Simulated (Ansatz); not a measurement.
# C: the cost of one run

Program: Ansatz 0.2.0. Level of theory: DFT PBEsol, scalar-relativistic, plane waves, PAW. These are calculated values, not measurements.

A COD entry behind a cell of this session may itself be a prediction, so a difference from it is no test against experiment.

16 further runs of the same task are left out: 1 that didn't finish, 15 set aside as unsound or not needed. Runs told in other sessions of the task aren't counted.

## (1) The system as given

Symmetry: R-3m, No. 166, trigonal system. The conventional cell has a = 2.522 Å, b = 2.522 Å, c = 30.889 Å, α = 90.00°, β = 90.00°, γ = 120.00°. C (site symmetry 3m) has 4 C at 1.54 Å in its first shell of neighbours. C (site symmetry 3m) has 4 C at 1.54 to 1.55 Å in its first shell of neighbours.

Coordinates:

```
C
1.0
     1.26105    0.72807   10.29643
    -1.26105    0.72807   10.29643
     0.00000   -1.45614   10.29643
C
10
Direct
  0.02500 0.02500 0.02500
  0.97500 0.97500 0.97500
  0.10830 0.10830 0.10830
  0.89170 0.89170 0.89170
  0.15830 0.15830 0.15830
  0.84170 0.84170 0.84170
  0.37500 0.37500 0.37500
  0.62500 0.62500 0.62500
  0.42500 0.42500 0.42500
  0.57500 0.57500 0.57500
```

Source of the structure: the Crystallography Open Database.

## (6) Plan of the scan

The energy is mapped over the lattice constants a and c of the conventional cell.

- lattice constant a (and b): 7 values from 2.432 to 2.582 Å
- lattice constant c: 7 values from 28.47 to 33.42 Å

Nothing else is relaxed (fractional coordinates fixed). Energies count from the relaxed crystal. Points are written as (first, second).

(The set-up runs are not shown.)

## (7) Point (2.582 Å, 28.47 Å)

input.yaml

```yaml
crystal:
  lattice:
    - [1.291, 0.7453591975, 9.4909333333]
    - [-1.291, 0.7453591975, 9.4909333333]
    - [0.0, -1.490718395, 9.4909333333]
  atoms:
    - { symbol: C, position: [0.0248220069, 0.0248220069, 0.0248220069] }
    - { symbol: C, position: [0.9751779931, 0.9751779931, 0.9751779931] }
    - { symbol: C, position: [0.1086877374, 0.1086877374, 0.1086877374] }
    - { symbol: C, position: [0.8913122626, 0.8913122626, 0.8913122626] }
    - { symbol: C, position: [0.1583652898, 0.1583652898, 0.1583652898] }
    - { symbol: C, position: [0.8416347102, 0.8416347102, 0.8416347102] }
    - { symbol: C, position: [0.3748635523, 0.3748635523, 0.3748635523] }
    - { symbol: C, position: [0.6251364477, 0.6251364477, 0.6251364477] }
    - { symbol: C, position: [0.4253181912, 0.4253181912, 0.4253181912] }
    - { symbol: C, position: [0.5746818088, 0.5746818088, 0.5746818088] }
basis:
  ecutwfc: 520.0
kpoints:
  mp_grid: { grid: [12, 12, 12] }
hamiltonian:
  xc: pbesol
  pseudopotentials: { kind: paw, azcp: { folder: soft_1 } }
scf:
  occupations: { method: gaussian, width: 0.05 }
output:
  forces: true
  stress: true
  eigenvalues: true
```

Launch:

```bash
$ ansatz run input.yaml --threads 2 --pin off --max-ram 4096MiB --backend cpu --events-out ev --progress --plain --runs-dir out
```

What time and memory should one allow on 2 threads of Arm Neoverse V1, shared host?

About 14 s, with a peak of 0.54 GiB.
